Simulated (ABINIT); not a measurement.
HfO2:

```
Hf O
1.0
     0.00000    2.55750    2.55750
     2.55750    0.00000    2.55750
     2.55750    2.55750    0.00000
Hf O
1 2
Direct
  0.00000 0.00000 0.00000
  0.75000 0.75000 0.75000
  0.25000 0.25000 0.25000
```

Measurements of this composition are mostly on another form, of space group No. 14.

Base run:

* Program: ABINIT 10.8.3 (patched build)
* Functional: PW91
* Potentials or basis: JTH PAW PBE v2.0
* Cutoff: 762 eV
* k mesh: 9 × 9 × 9
* Occupations: fermi-dirac, width 0.05 eV
* Spin: no spin polarisation

Its results: band gap on the k mesh 3.83 eV, indirect (least direct gap 3.95 eV); pressure -6.8 GPa.

Problem. After a change of settings the same cell gave: band gap on the k mesh 3.90 eV, indirect (least direct gap 4.02 eV); pressure 0.4 GPa. Which change was it?
A. functional from PW91 to revPBE
B. functional from PW91 to PBEsol
C. functional from PW91 to BLYP
D. functional from PW91 to SCAN

Solution. C.

BLYP binds less tightly than PW91, so the same cell stands under more pressure.

Caveats: the PAW data sets were made with another functional, which shifts forces and pressure a little; spin-orbit coupling is left out, which moves the levels of the heavy elements; an odd mesh through Γ misses points on the zone boundary, where band edges often lie.

Runs at the PBE level aren't shown here.
